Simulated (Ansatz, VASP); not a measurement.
**Pb: VASP beside Ansatz**

```
CELL_PARAMETERS angstrom
0.00000 3.49539 3.49539
3.49539 0.00000 3.49539
3.49539 3.49539 0.00000
ATOMIC_POSITIONS crystal
Pb 0.00000 0.00000 0.00000
Pb 0.25000 0.25000 0.25000
```

Change from the starting cell: volume scaled by 1.05.

Alike in both runs: task single point; functional PBE; k mesh 8 × 8 × 8; occupations fermi-dirac, width 0.05 eV; no spin polarisation.

|  | VASP | Ansatz |
| --- | --- | --- |
| version | VASP 6.6.1 | Ansatz 0.2.0 |
| potentials or method | VASP PAW PBE potentials, release 64 (Pb_d), cutoff 520 eV | all-electron LAPW, scalar-relativistic |

```tsv
	VASP	Ansatz	Ansatz less VASP
pressure (GPa)	0.7	0.8	+0.05
```

Ansatz ran all-electron here, so the differences hold the error of VASP's frozen core and of both bases.

The runs have no spin-orbit coupling, so splittings on Pb are missing.
